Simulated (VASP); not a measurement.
TiO2: band structure with PBE

The system is TiO2.

```
CELL_PARAMETERS angstrom
-1.90091 1.90091 4.85400
1.90091 -1.90091 4.85400
1.90091 1.90091 -4.85400
ATOMIC_POSITIONS crystal
Ti 0.00000 0.00000 0.00000
Ti 0.75000 0.25000 0.50000
O 0.95650 0.45650 0.50000
O 0.20650 0.20650 0.00000
O 0.54350 0.04350 0.50000
O 0.79350 0.79350 0.00000
```

The cell is a database's computed one.

```yaml
Program: VASP 6.6.1
Task: band structure
Functional: PBE
Potentials_or_basis: VASP PAW PBE potentials, release 64 (Ti_sv, O)
Cutoff: 600 eV
k_mesh: 12 × 12 × 12
Occupations: gaussian, width 0.02 eV
Spin: no spin polarisation
Further_INCAR_settings: ALGO = Normal; EDIFF = 1e-06; NBANDS = 33
```

| Property | Result |
| --- | --- |
| Pressure | 0.0 GPa |
| Band gap on the k mesh | 2.10 eV, indirect (least direct gap 2.41 eV) |
| Band gap along the path | 2.10 eV, indirect (least direct gap 2.40 eV) |

Levels at the corners of the path, in eV from the valence-band top:
```csv
point,band 21,band 22,band 23,band 24,band 25,band 26,band 27,band 28
Γ,-0.80,-0.79,-0.42,-0.42,2.10,2.76,3.94,3.94
X,-1.98,-1.98,-0.05,-0.05,3.19,3.19,3.66,3.66
X,-1.98,-1.98,-0.05,-0.05,3.19,3.19,3.66,3.66
Y,-1.82,-1.82,-0.09,-0.09,3.17,3.17,3.61,3.61
Y,-1.82,-1.82,-0.09,-0.09,3.17,3.17,3.61,3.61
S,-1.17,-0.90,-0.83,-0.83,3.17,3.39,3.45,3.46
S,-1.17,-0.90,-0.83,-0.83,3.17,3.39,3.45,3.46
Γ,-0.80,-0.79,-0.42,-0.42,2.10,2.76,3.94,3.94
Γ,-0.80,-0.79,-0.42,-0.42,2.10,2.76,3.94,3.94
Z,-1.24,-1.24,-0.10,-0.10,2.42,2.42,3.67,3.67
Z,-1.24,-1.24,-0.10,-0.10,2.42,2.42,3.67,3.67
S1,-1.17,-0.90,-0.83,-0.83,3.17,3.39,3.45,3.46
S1,-1.17,-0.90,-0.83,-0.83,3.17,3.39,3.45,3.46
N,-1.88,-0.88,-0.86,-0.64,3.17,3.44,3.49,3.50
N,-1.88,-0.88,-0.86,-0.64,3.17,3.44,3.49,3.50
P,-1.55,-1.55,-0.24,-0.24,3.42,3.42,3.46,3.46
P,-1.55,-1.55,-0.24,-0.24,3.42,3.42,3.46,3.46
Y1,-1.82,-1.82,-0.09,-0.09,3.17,3.17,3.61,3.61
Y1,-1.82,-1.82,-0.09,-0.09,3.17,3.17,3.61,3.61
Z,-1.24,-1.24,-0.10,-0.10,2.42,2.42,3.67,3.67
X,-1.98,-1.98,-0.05,-0.05,3.19,3.19,3.66,3.66
P,-1.55,-1.55,-0.24,-0.24,3.42,3.42,3.46,3.46
```

Run time: 4 min on 4 MPI ranks on Intel(R) Xeon(R) 6975P-C (Granite Rapids), on a shared host, peak memory 0.77 GiB a rank.

As with any semilocal functional, this PBE gap is likely too small.
